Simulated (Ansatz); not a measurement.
The calculation used DFT PBE, scalar-relativistic, plane waves, PAW (Ansatz). Settings: cutoff 420 eV, Γ-centred meshes spaced at most about 0.3 Å⁻¹, and about 0.25 Å⁻¹ or finer for metals (2π included), Gaussian smearing. No spin polarisation in the final relaxations.

Temperature and zero-point effects are left out.

Compare these two cells of Li, each relaxed at this level.

A.

```cif
data_structure
_symmetry_space_group_name_H-M 'Pm-3m'
_symmetry_Int_Tables_number 221
_cell_length_a 2.7358
_cell_length_b 2.7358
_cell_length_c 2.7358
_cell_angle_alpha 90.000
_cell_angle_beta 90.000
_cell_angle_gamma 90.000
_cell_volume 20.48
loop_
_atom_site_label
_atom_site_type_symbol
_atom_site_symmetry_multiplicity
_atom_site_Wyckoff_symbol
_atom_site_fract_x
_atom_site_fract_y
_atom_site_fract_z
_atom_site_occupancy
Li1 Li 1 a 0.00000 0.00000 0.00000 1
```

B.

```cif
data_structure
_symmetry_space_group_name_H-M 'I4/mmm'
_symmetry_Int_Tables_number 139
_cell_length_a 3.2945
_cell_length_b 3.2945
_cell_length_c 3.7298
_cell_angle_alpha 90.000
_cell_angle_beta 90.000
_cell_angle_gamma 90.000
_cell_volume 40.48
loop_
_atom_site_label
_atom_site_type_symbol
_atom_site_symmetry_multiplicity
_atom_site_Wyckoff_symbol
_atom_site_fract_x
_atom_site_fract_y
_atom_site_fract_z
_atom_site_occupancy
Li1 Li 2 a 0.00000 0.00000 0.00000 1
```

**Question.** Which would you expect to be lower, and how large is the difference?

**Answer.** B is lower, by 119 meV/atom. A has the simple cubic type, space group Pm-3m (No. 221), 20.5 Å³/atom and no gap on its mesh; B has space group I4/mmm (No. 139), 20.2 Å³/atom and no gap. Counting all near atoms (those within 1.25 times the shortest distance at each site; a plus sign parts nearer from farther groups), A has Li 6 and B has Li 8+4+2. Both come from invented guesses. The part of the Crystallography Open Database at hand lists Li in space groups No. 166, 191, 194, 225, 229; no cell shown has one of them.

Cells relaxed within their symmetry can be saddle points.
